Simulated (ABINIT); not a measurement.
# TaN (Fm-3m) in ABINIT: reference runs

How does TaN come out in PBE? The cell is run as given and disturbed.

All numbers are computed with ABINIT 10.8.3 (patched build); they aren't measurements. Logs are shortened: lines on timing, memory, paths and dates and some standing lists are left out, and cuts for length are marked. The log counts tension as positive stress, the text compression.

## (1) Starting point

It takes space group Fm-3m (No. 225, cubic). Conventional cell: a = 4.358 Å, b = 4.358 Å, c = 4.358 Å, α = 90.00°, β = 90.00°, γ = 90.00°. Around Ta (site symmetry m-3m) lie 6 N at 2.18 Å. N (site symmetry m-3m) is surrounded by 6 Ta at 2.18 Å.

## (2) Single point, PBE

Contents of run.abi:

```
pp_dirpath "./"
pseudos "Ta.GGA_PBE-JTH.xml, N.GGA_PBE-JTH.xml"

structure "poscar:POSCAR"
natom 2

ecut 26.0
pawecutdg 48.0
pawxcdev 0

kptopt 1
ngkpt 10 10 10
nshiftk 1
shiftk 0.0 0.0 0.0

ixc 11

nband 13
occopt 3
tsmear 0.05 eV

nstep 100
tolvrs 1.0e-9

iomode 3
prtwf 0
prtden 0
prteig 0
prtebands 0
enunit 2
```

Contents of POSCAR:

```
TaN
1.0
    0.0000000000      2.1790013100      2.1790013100
    2.1790013100      0.0000000000      2.1790013100
    2.1790013100      2.1790013100      0.0000000000
Ta N
1 1
Direct
    0.5000000000      0.5000000000      0.5000000000  Ta
    0.0000000000      0.0000000000      0.0000000000  N
```

Potentials or basis: JTH PAW PBE v2.0.

Started as:

```
> abinit run.abi > log 2>&1
```

run.abo:

```text
.Version 10.8.3 of ABINIT
 Symmetries : space group Fm -3 m (#225); Bravais cF (face-center cubic)
================================================================================
 Values of the parameters that define the memory need of the present run
     intxc =       0    ionmov =       0      iscf =      17    lmnmax =      18
     lnmax =       6     mgfft =      30  mpssoang =       3    mqgrid =    3001
     natom =       2  nloc_mem =       2    nspden =       1   nspinor =       1
    nsppol =       1      nsym =      48    n1xccc =       1    ntypat =       2
    occopt =       3   xclevel =       2
       mpw =         903          nfft =       27000          nkpt =          47
 PAW method is used; the additional fine FFT grid is defined by:
   mgfftf=        40    nfftf =     64000
================================================================================
================================================================================

--------------------------------------------------------------------------------
------------- Echo of variables that govern the present computation ------------
--------------------------------------------------------------------------------
 -outvars: echo values of preprocessed input variables --------
            acell      1.0000000000E+00  1.0000000000E+00  1.0000000000E+00 Bohr
              amu      1.80947900E+02  1.40067400E+01
             ecut      2.60000000E+01 Hartree
           enunit           2
              ixc          11
         kptrlatt       10    0    0      0   10    0      0    0   10
          kptrlen      5.82332939E+01
            natom           2
            nband          13
            ngfft          30      30      30
          ngfftdg          40      40      40
             nkpt          47
            nstep         100
             nsym          48
           ntypat           2
           occopt           3
        pawecutdg      4.80000000E+01 Hartree
         pawxcdev           0
           prtden           0
        prtebands           0
           prteig           0
            prtwf           0
            rprim      0.0000000000E+00  4.1177157039E+00  4.1177157039E+00
                       4.1177157039E+00  0.0000000000E+00  4.1177157039E+00
                       4.1177157039E+00  4.1177157039E+00  0.0000000000E+00
          spgroup         225
           tolvrs      1.00000000E-09
           tsmear      1.83746611E-03 Hartree
            typat      1  2
           useylm           1
           xangst      2.1790013100E+00  2.1790013100E+00  2.1790013100E+00
                       0.0000000000E+00  0.0000000000E+00  0.0000000000E+00
            xcart      4.1177157039E+00  4.1177157039E+00  4.1177157039E+00
                       0.0000000000E+00  0.0000000000E+00  0.0000000000E+00
             xred      5.0000000000E-01  5.0000000000E-01  5.0000000000E-01
                       0.0000000000E+00  0.0000000000E+00  0.0000000000E+00
            znucl       73.00000    7.00000

================================================================================

 chkinp: Checking input parameters for consistency.

================================================================================
== DATASET  1 ==================================================================

--- !DatasetInfo
iteration_state: {dtset: 1, }
dimensions: {natom: 2, nkpt: 47, mband: 13, nsppol: 1, nspinor: 1, nspden: 1, mpw: 903, }
cutoff_energies: {ecut:  26.0, pawecutdg:  48.0, }
electrons: {nelect:   1.80000000E+01, charge:   0.00000000E+00, occopt:   3.00000000E+00, tsmear:   1.83746611E-03, }
meta: {optdriver: 0, ionmov: 0, optcell: 0, iscf: 17, paral_kgb: 0, }
...

 Exchange-correlation functional for the present dataset will be:
  GGA: Perdew-Burke-Ernzerhof functional - ixc=11
  J.P.Perdew, K.Burke, M.Ernzerhof, PRL 77, 3865 (1996)

 Real(R)+Recip(G) space primitive vectors, cartesian coordinates (Bohr,Bohr^-1):
 R(1)=  0.0000000  4.1177157  4.1177157  G(1)= -0.1214265  0.1214265  0.1214265
 R(2)=  4.1177157  0.0000000  4.1177157  G(2)=  0.1214265 -0.1214265  0.1214265
 R(3)=  4.1177157  4.1177157  0.0000000  G(3)=  0.1214265  0.1214265 -0.1214265
 Unit cell volume ucvol=  1.3963654E+02 bohr^3
 Angles (23,13,12)=  6.00000000E+01  6.00000000E+01  6.00000000E+01 degrees

 Coarse grid specifications (used for wave-functions):

 getcut: wavevector=  0.0000  0.0000  0.0000  ngfft=  30  30  30
         ecut(hartree)=     26.000   => boxcut(ratio)=   2.24688

 getcut : COMMENT -
  Note that boxcut > 2.2 ; recall that boxcut=Gcut(box)/Gcut(sphere) = 2
  is sufficient for exact treatment of convolution.
  Such a large boxcut is a waste : you could raise ecut
  e.g. ecut=   32.815089 Hartrees makes boxcut=2

 Fine grid specifications (used for densities):

 getcut: wavevector=  0.0000  0.0000  0.0000  ngfft=  40  40  40
         ecut(hartree)=     48.000   => boxcut(ratio)=   2.20243

 getcut : COMMENT -
  Note that boxcut > 2.2 ; recall that boxcut=Gcut(box)/Gcut(sphere) = 2
  is sufficient for exact treatment of convolution.
  Such a large boxcut is a waste : you could raise ecut
  e.g. ecut=   58.208583 Hartrees makes boxcut=2

--- Pseudopotential description ------------------------------------------------
- pspini: atom type   1  psp file is ./Ta.GGA_PBE-JTH.xml
 Pseudopotential format is: paw10
 basis_size (lnmax)=  6 (lmn_size= 18), orbitals=   0   0   1   1   2   2
 Spheres core radius: rc_sph= 2.41973345
 Shapefunction is SIN type: shapef(r)=[sin(pi*r/rshp)/(pi*r/rshp)]**2
 Radius for shape functions =  2.11065461
 Compensation charge density is not taken into account in XC energy/potential

- pspini: atom type   2  psp file is ./N.GGA_PBE-JTH.xml
 Pseudopotential format is: paw10
 basis_size (lnmax)=  4 (lmn_size=  8), orbitals=   0   0   1   1
 Spheres core radius: rc_sph= 1.20497474
 Shapefunction is SIN type: shapef(r)=[sin(pi*r/rshp)/(pi*r/rshp)]**2
 Radius for shape functions =  1.00243812
 Compensation charge density is not taken into account in XC energy/potential

   1.44004365E+03                                ecore*ucvol(ha*bohr**3)
--------------------------------------------------------------------------------

================================================================================

--- !BeginCycle
iteration_state: {dtset: 1, }
solver: {iscf: 17, nstep: 100, nline: 4, wfoptalg: 10, }
tolerances: {tolvrs: 1.00E-09, }
...

     iter   Etot(hartree)      deltaE(h)  residm     nres2
 ETOT  1  -65.037880780972    -6.504E+01 1.907E+01 2.750E+01
 ETOT  2  -69.366949271995    -4.329E+00 2.373E-01 1.649E+02
 ETOT  3  -69.164293799796     2.027E-01 1.739E-01 6.441E+01
 ETOT  4  -69.057308533047     1.070E-01 3.443E-02 1.656E+00
 ETOT  5  -69.131913220503    -7.460E-02 1.457E-02 4.165E+01
 ETOT  6  -69.115070491416     1.684E-02 5.598E-03 3.371E+01
 ETOT  7  -69.058152365997     5.692E-02 2.449E-02 2.823E+00
 ETOT  8  -69.065551288946    -7.399E-03 2.840E-03 2.148E+00
 ETOT  9  -69.063532573349     2.019E-03 4.601E-03 8.141E-01
 ETOT 10  -69.062209991639     1.323E-03 3.069E-03 2.688E-01
 ETOT 11  -69.062073249005     1.367E-04 7.673E-04 2.029E-02
 ETOT 12  -69.062079173496    -5.924E-06 1.794E-03 8.165E-03
 ETOT 13  -69.062074195266     4.978E-06 1.260E-04 7.782E-03
 ETOT 14  -69.062075431550    -1.236E-06 1.686E-04 7.317E-03
 ETOT 15  -69.062072158470     3.273E-06 8.728E-05 3.552E-03
 ETOT 16  -69.062068732069     3.426E-06 9.352E-05 1.638E-04
 ETOT 17  -69.062068991733    -2.597E-07 8.778E-05 5.170E-05
 ETOT 18  -69.062068965312     2.642E-08 1.037E-04 1.891E-05
 ETOT 19  -69.062068955218     1.009E-08 8.444E-05 6.112E-06
 ETOT 20  -69.062068947165     8.052E-09 9.405E-05 2.376E-07
 ETOT 21  -69.062068947545    -3.798E-10 7.215E-05 1.738E-07
 ETOT 22  -69.062068947376     1.692E-10 8.133E-05 6.034E-09
 ETOT 23  -69.062068947376    -4.263E-14 5.990E-05 8.754E-11

 At SCF step   23       nres2   =  8.75E-11 < tolvrs=  1.00E-09 =>converged.

 Cartesian components of stress tensor (hartree/bohr^3)
  sigma(1 1)= -4.85036849E-04  sigma(3 2)=  0.00000000E+00
  sigma(2 2)= -4.85036849E-04  sigma(3 1)=  0.00000000E+00
  sigma(3 3)= -4.85036849E-04  sigma(2 1)=  0.00000000E+00

--- !ResultsGS
iteration_state: {dtset: 1, }
comment   : Summary of ground state results
lattice_vectors:
- [  0.0000000,   4.1177157,   4.1177157, ]
- [  4.1177157,   0.0000000,   4.1177157, ]
- [  4.1177157,   4.1177157,   0.0000000, ]
lattice_lengths: [   5.82333,    5.82333,    5.82333, ]
lattice_angles: [ 60.000,  60.000,  60.000, ] # degrees, (23, 13, 12)
lattice_volume:   1.3963654E+02
convergence: {deltae: -4.263E-14, res2:  8.754E-11, residm:  5.990E-05, diffor: null, }
etotal    :  -6.90620689E+01
entropy   :   0.00000000E+00
fermie    :   2.38856717E-01
cartesian_stress_tensor: # hartree/bohr^3
- [ -4.85036849E-04,   0.00000000E+00,   0.00000000E+00, ]
- [  0.00000000E+00,  -4.85036849E-04,   0.00000000E+00, ]
- [  0.00000000E+00,   0.00000000E+00,  -4.85036849E-04, ]
pressure_GPa:   1.4270E+01
xred      :
- [  5.0000E-01,   5.0000E-01,   5.0000E-01, Ta]
- [  0.0000E+00,   0.0000E+00,   0.0000E+00,  N]
cartesian_forces: # hartree/bohr
- [ -0.00000000E+00,  -0.00000000E+00,  -0.00000000E+00, ]
- [ -0.00000000E+00,  -0.00000000E+00,  -0.00000000E+00, ]
force_length_stats: {min:   0.00000000E+00, max:   0.00000000E+00, mean:   0.00000000E+00, }
...

 Integrated electronic density in atomic spheres:
 ------------------------------------------------
 Atom  Sphere_radius  Integrated_density
    1        2.41973         10.79728840
    2        1.20497          2.60236094

================================================================================

 ----iterations are completed or convergence reached----

 Mean square residual over all n,k,spin=   10.668E-08; max=  59.898E-06
 reduced coordinates (array xred) for    2 atoms
       0.500000000000      0.500000000000      0.500000000000
       0.000000000000      0.000000000000      0.000000000000
 rms dE/dt=  0.0000E+00; max dE/dt=  0.0000E+00; dE/dt below (all hartree)
    1       0.000000000000      0.000000000000      0.000000000000
    2       0.000000000000      0.000000000000      0.000000000000

 cartesian coordinates (angstrom) at end:
    1      2.17900131000000     2.17900131000000     2.17900131000000
    2      0.00000000000000     0.00000000000000     0.00000000000000

 cartesian forces (hartree/bohr) at end:
    1     -0.00000000000000    -0.00000000000000    -0.00000000000000
    2     -0.00000000000000    -0.00000000000000    -0.00000000000000
 frms,max,avg= 0.0000000E+00 0.0000000E+00   0.000E+00  0.000E+00  0.000E+00 h/b

 cartesian forces (eV/Angstrom) at end:
    1     -0.00000000000000    -0.00000000000000    -0.00000000000000
    2     -0.00000000000000    -0.00000000000000    -0.00000000000000
 frms,max,avg= 0.0000000E+00 0.0000000E+00   0.000E+00  0.000E+00  0.000E+00 e/A
 length scales=  1.000000000000  1.000000000000  1.000000000000 bohr
              =  0.529177210544  0.529177210544  0.529177210544 angstroms
 Fermi (or HOMO) energy (hartree) =   0.23886   Average Vxc (hartree)=  -0.49796
 Eigenvalues (hartree) for nkpt=  47  k points:
 kpt#   1, nband= 13, wtk=  0.00100, kpt=  0.0000  0.0000  0.0000 (reduced coord)
  -2.31757   -1.07546   -1.07546   -1.07546   -0.46277    0.09454    0.09454    0.09454
   0.15758    0.15758    0.15758    0.24050    0.24050
      occupation numbers for kpt#   1
   2.00000    2.00000    2.00000    2.00000    2.00000    2.00000    2.00000    2.00000
   2.00000    2.00000    2.00000    0.58095    0.58095
 prteigrs : prtvol=0 or 1, do not print more k-points.

 Fermi (or HOMO) energy (eV) =   6.49962   Average Vxc (eV)= -13.55015
 Eigenvalues (   eV  ) for nkpt=  47  k points:
 kpt#   1, nband= 13, wtk=  0.00100, kpt=  0.0000  0.0000  0.0000 (reduced coord)
 -63.06430  -29.26477  -29.26477  -29.26477  -12.59253    2.57260    2.57260    2.57260
   4.28788    4.28788    4.28788    6.54428    6.54428
 prteigrs : prtvol=0 or 1, do not print more k-points.

--- !EnergyTerms
iteration_state     : {dtset: 1, }
comment             : Components of total free energy in Hartree
kinetic             :  1.21478066163099E+01
hartree             :  7.83561586615773E+00
xc                  : -1.09576879660561E+01
Ewald energy        : -6.26031877597248E+01
psp_core            :  1.03127997504043E+01
local_psp           : -1.07115203880028E+01
PAW spherical_terms : -1.50856918041947E+01
internal            : -6.90618656851066E+01
'-kT*entropy'       : -2.03531809444133E-04
total_energy        : -6.90620692169160E+01
total_energy_eV     : -1.87927464040818E+03
...

--- !EnergyTermsDC
iteration_state     : {dtset: 1, }
comment             : '"Double-counting" decomposition of free energy'
band_energy         : -1.17634174326808E+01
Ewald energy        : -6.26031877597248E+01
psp_core            :  1.03127997504043E+01
xc_dc               : -1.14648383854662E+01
PAW spherical_terms :  6.45677841190102E+00
internal            : -6.90618654155665E+01
'-kT*entropy'       : -2.03531809444133E-04
total_energy_dc     : -6.90620689473760E+01
total_energy_dc_eV  : -1.87927463307362E+03
...

--- !EnergyTermsWithPAWCore
iteration_state     : {dtset: 1, }
comment             : 'Components of total free energy, including PAW core contributions'
Total energy        : -1.56597385855231E+04
Total energy DC     : -1.56597385852535E+04
Total energy (eV)   : -4.26123195161760E+05
Total energy DC (eV): -4.26123195154425E+05
...

 Cartesian components of stress tensor (hartree/bohr^3)
  sigma(1 1)= -4.85036849E-04  sigma(3 2)=  0.00000000E+00
  sigma(2 2)= -4.85036849E-04  sigma(3 1)=  0.00000000E+00
  sigma(3 3)= -4.85036849E-04  sigma(2 1)=  0.00000000E+00

-Cartesian components of stress tensor (GPa)         [Pressure=  1.4270E+01 GPa]
- sigma(1 1)= -1.42702768E+01  sigma(3 2)=  0.00000000E+00
- sigma(2 2)= -1.42702768E+01  sigma(3 1)=  0.00000000E+00
- sigma(3 3)= -1.42702768E+01  sigma(2 1)=  0.00000000E+00

== END DATASET(S) ==============================================================
================================================================================

 -outvars: echo values of variables after computation  --------
            acell      1.0000000000E+00  1.0000000000E+00  1.0000000000E+00 Bohr
           etotal     -6.9062068947E+01
            fcart     -0.0000000000E+00 -0.0000000000E+00 -0.0000000000E+00
                      -0.0000000000E+00 -0.0000000000E+00 -0.0000000000E+00
            rprim      0.0000000000E+00  4.1177157039E+00  4.1177157039E+00
                       4.1177157039E+00  0.0000000000E+00  4.1177157039E+00
                       4.1177157039E+00  4.1177157039E+00  0.0000000000E+00
           strten     -4.8503684932E-04 -4.8503684932E-04 -4.8503684932E-04
                       0.0000000000E+00  0.0000000000E+00  0.0000000000E+00
           xangst      2.1790013100E+00  2.1790013100E+00  2.1790013100E+00
                       0.0000000000E+00  0.0000000000E+00  0.0000000000E+00
             xred      5.0000000000E-01  5.0000000000E-01  5.0000000000E-01
                       0.0000000000E+00  0.0000000000E+00  0.0000000000E+00
 Calculation completed.
```

Run time: 32 s. Hardware: 1 thread of Arm Neoverse V2, shared host; peak memory 0.12 GiB.

Results:

| Quantity | Value |
| --- | --- |
| Free energy | -1879.2746 eV |
| Pressure | 14.3 GPa |
| Band gap on the k mesh | none (metal or under the smearing width) |
| Valence electrons inside the program's atomic spheres | Ta 10.80; N 2.60 |

Caveat: the highest band is partly filled, so the run has too few bands. The run has no spin-orbit coupling, so splittings on Ta are missing.

## (3) Single point, PBE (atoms moved at random, drawn with an rms of 0.05 Å)

Contents of run.abi:

```
# Pseudopotentials
pp_dirpath "./"
pseudos "Ta.GGA_PBE-JTH.xml, N.GGA_PBE-JTH.xml"

# Structure
acell 3*1.0
rprim
     0.0000000000     4.1177157011     4.1177157011
     4.1177157011     0.0000000000     4.1177157011
     4.1177157011     4.1177157011     0.0000000000
ntypat 2
znucl 73 7
natom 2
typat 1 2
xred
     0.4783750000     0.5120370000     0.5196850000
     0.0138300000     0.0017030000    -0.0007190000
chkprim 0
chksymtnons 0
tolsym 1.0e-6

# Plane-wave basis
ecut 26.0
pawecutdg 48.0
pawxcdev 0

# k points
kptopt 1
ngkpt 10 10 10
nshiftk 1
shiftk 0.0 0.0 0.0

# Exchange and correlation
ixc 11

# Bands and occupations
nband 13
occopt 3
tsmear 0.00183747

# SCF cycle
nstep 100
tolvrs 1.0e-9

# Output
iomode 3
prtwf 0
prtden 0
prteig 0
prtebands 0
enunit 1
```

Potentials or basis: JTH PAW PBE v2.0.

Started as:

```
> abinit run.abi > log 2>&1
```

run.abo:

```text
.Version 10.8.3 of ABINIT
 Symmetries : space group P1 (#  1); Bravais aP (primitive triclinic)
================================================================================
 Values of the parameters that define the memory need of the present run
     intxc =       0    ionmov =       0      iscf =      17    lmnmax =      18
     lnmax =       6     mgfft =      30  mpssoang =       3    mqgrid =    3001
     natom =       2  nloc_mem =       2    nspden =       1   nspinor =       1
    nsppol =       1      nsym =       1    n1xccc =       1    ntypat =       2
    occopt =       3   xclevel =       2
       mpw =         903          nfft =       27000          nkpt =         504
 PAW method is used; the additional fine FFT grid is defined by:
   mgfftf=        40    nfftf =     64000
================================================================================
================================================================================

--------------------------------------------------------------------------------
[... 270 lines left out ...]
- sigma(1 1)= -1.66069781E+01  sigma(3 2)=  1.74951326E-01
- sigma(2 2)= -1.50477824E+01  sigma(3 1)= -3.99631126E-01
- sigma(3 3)= -1.59401133E+01  sigma(2 1)= -2.42289905E-01

== END DATASET(S) ==============================================================
================================================================================

 -outvars: echo values of variables after computation  --------
            acell      1.0000000000E+00  1.0000000000E+00  1.0000000000E+00 Bohr
           etotal     -6.9060590535E+01
            fcart     -1.2722798537E-02  6.2389790992E-03  1.0475248192E-02
                       1.2722798537E-02 -6.2389790992E-03 -1.0475248192E-02
            rprim      0.0000000000E+00  4.1177157011E+00  4.1177157011E+00
                       4.1177157011E+00  0.0000000000E+00  4.1177157011E+00
                       4.1177157011E+00  4.1177157011E+00  0.0000000000E+00
           strten     -5.6445971238E-04 -5.1146372717E-04 -5.4179343759E-04
                       5.9464747025E-06 -1.3583185896E-05 -8.2352664914E-06
           xangst      2.2481235880E+00  2.1747740460E+00  2.1581090440E+00
                       2.1441372876E-03  2.8568886156E-02  3.3846427325E-02
             xred      4.7837500000E-01  5.1203700000E-01  5.1968500000E-01
                       1.3830000000E-02  1.7030000000E-03 -7.1900000000E-04
 Calculation completed.
```

Run time: 5.3 min. Hardware: 1 thread of Arm Neoverse V2, shared host; peak memory 0.31 GiB.

Results:

| Item | Value |
| --- | --- |
| Free energy | -1879.2344 eV |
| Pressure | 15.9 GPa |
| Largest force | 0.906 eV/Å |
| Band gap on the k mesh | none (metal or under the smearing width) |
| Valence electrons inside the program's atomic spheres | Ta 10.81; N 2.60 |

Forces on the atoms (eV/Å):
```
Ta  -0.654  0.321  0.539
N    0.654 -0.321 -0.539
```

Stress tensor (GPa, compression positive):
```
16.61  0.24  0.40
 0.24 15.05 -0.17
 0.40 -0.17 15.94
```

Levels at points of the mesh, in eV from the Fermi level:
| k point | band 7 | band 8 | band 9 | band 10 | band 11 | band 12 |
| --- | --- | --- | --- | --- | --- | --- |
| (0.00, 0.00, 0.00) | -4.13 | -4.09 | -2.17 | -2.04 | -1.86 | 0.16 |
| (0.50, 0.00, 0.00) | -7.81 | -7.81 | 1.98 | 2.00 | 2.06 | 3.95 |
| (0.00, 0.50, 0.00) | -7.77 | -7.73 | 1.91 | 1.95 | 2.08 | 3.78 |
| (0.50, 0.50, 0.00) | -5.96 | -4.75 | -4.40 | 2.25 | 3.69 | 3.69 |
| (0.00, 0.00, 0.50) | -7.79 | -7.75 | 1.92 | 1.95 | 2.10 | 3.82 |
| (0.50, 0.00, 0.50) | -6.04 | -4.76 | -4.31 | 2.26 | 3.69 | 3.70 |
| (0.00, 0.50, 0.50) | -5.90 | -4.74 | -4.47 | 2.24 | 3.69 | 3.69 |
| (0.50, 0.50, 0.50) | -7.77 | -7.73 | 1.91 | 1.95 | 2.08 | 3.77 |

Caveat: the highest band is partly filled, so the run has too few bands.
